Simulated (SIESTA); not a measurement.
The system is GePt.

```
CELL_PARAMETERS angstrom
5.71900 0.00000 0.00000
0.00000 3.69700 0.00000
0.00000 0.00000 6.08400
ATOMIC_POSITIONS crystal
Pt 0.00050 0.75000 0.80920
Pt 0.49950 0.25000 0.30920
Pt 0.50050 0.75000 0.69080
Pt 0.99950 0.25000 0.19080
Ge 0.81500 0.75000 0.41000
Ge 0.68500 0.25000 0.91000
Ge 0.31500 0.75000 0.09000
Ge 0.18500 0.25000 0.59000
```

```yaml
Program: SIESTA 5.4.2
Task: single point
Functional: PBE
Potentials_or_basis: PseudoDojo 0.4 standard (PBE files)
Basis: DZP (energy shift 0.003 Ry; two zetas on semicore shells)
Grid_cutoff: 800 Ry
Energy_shift: 0.003 Ry
k_mesh: 5 × 7 × 5
Occupations: fermi-dirac, width 0.05 eV
Spin: no spin polarisation
```

On this cell: pressure 11.6 GPa; largest force 0.214 eV/Å; band gap on the k mesh none (metal or under the smearing width).

The same run follows on a disturbed copy (atoms moved at random, drawn with an rms of 0.05 Å):

```
Pt Ge
1.0
     5.71900    0.00000    0.00000
     0.00000    3.69700    0.00000
     0.00000    0.00000    6.08400
Pt Ge
4 4
Direct
  0.00634 0.74859 0.81038
  0.49974 0.25014 0.29966
  0.49797 0.74044 0.69246
  0.00313 0.24852 0.19734
  0.81315 0.75720 0.41112
  0.68678 0.23849 0.90935
  0.30610 0.74926 0.08989
  0.18359 0.25701 0.58749
```

What changes?

The energy (extrapolated to zero smearing) moves by +11.0 meV/atom; pressure 12.3 GPa; largest force 0.943 eV/Å; band gap on the k mesh none (metal or under the smearing width).

Forces in eV/Å, atoms in the order of the input:
```
Pt  -0.929  0.143 -0.077
Pt   0.254  0.004  0.549
Pt   0.105  0.105 -0.381
Pt  -0.197  0.189 -0.496
Ge  -0.117 -0.293  0.069
Ge  -0.036  0.200  0.046
Ge   0.751  0.003  0.237
Ge   0.169 -0.352  0.054
```

Stress tensor (GPa, compression positive):
```
13.19  0.09  0.49
 0.09 11.63  0.25
 0.49  0.25 11.95
```

Caveats: short orbitals over semicore shells can move pressures by several GPa; the basis of atomic orbitals isn't converged, which shifts pressures, moduli and gaps.
